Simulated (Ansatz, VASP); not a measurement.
## Ru: VASP beside Ansatz

```
Ru
1.0
    -0.10002    1.80745    1.80745
     1.80745   -0.10002    1.80745
     1.80745    1.80745   -0.10002
Ru
1
Direct
  0.00000 0.00000 0.00000
```

Change from the starting cell: equal engineering shear yz, xz and xy -0.0525, equal normal strain along x, y and z -0.0250.

Alike in both runs: task single point; functional PBE; k mesh 20 × 20 × 20; occupations gaussian, width 0.15 eV; no spin polarisation.

|  | VASP | Ansatz |
| --- | --- | --- |
| version | VASP 6.6.1 | Ansatz 0.2.0 |
| potentials or method | VASP PAW PBE potentials, release 64 (Ru_pv) | scalar-relativistic, plane waves, PAW |
| plane-wave cutoff (eV) | 520 | 420 |
| valence electrons in the cell | 14 | 16 |

|  | VASP | Ansatz | Ansatz less VASP |
| --- | --- | --- | --- |
| gap on the k mesh at the Fermi level (eV) | none | none | - |
| pressure (GPa) | 32.2 | 32.2 | -0.04 |
| largest component of the traceless stress (GPa) | 16.85 | 16.84 | -0.009 |

A gap of «none» marks a metal or a gap that the smearing closes. The two sets of potentials don't hold the same shells in valence.

Caveats: so large a pressure means that the cell lies far from this level's equilibrium, or that cutoff or potentials fall short (VASP).
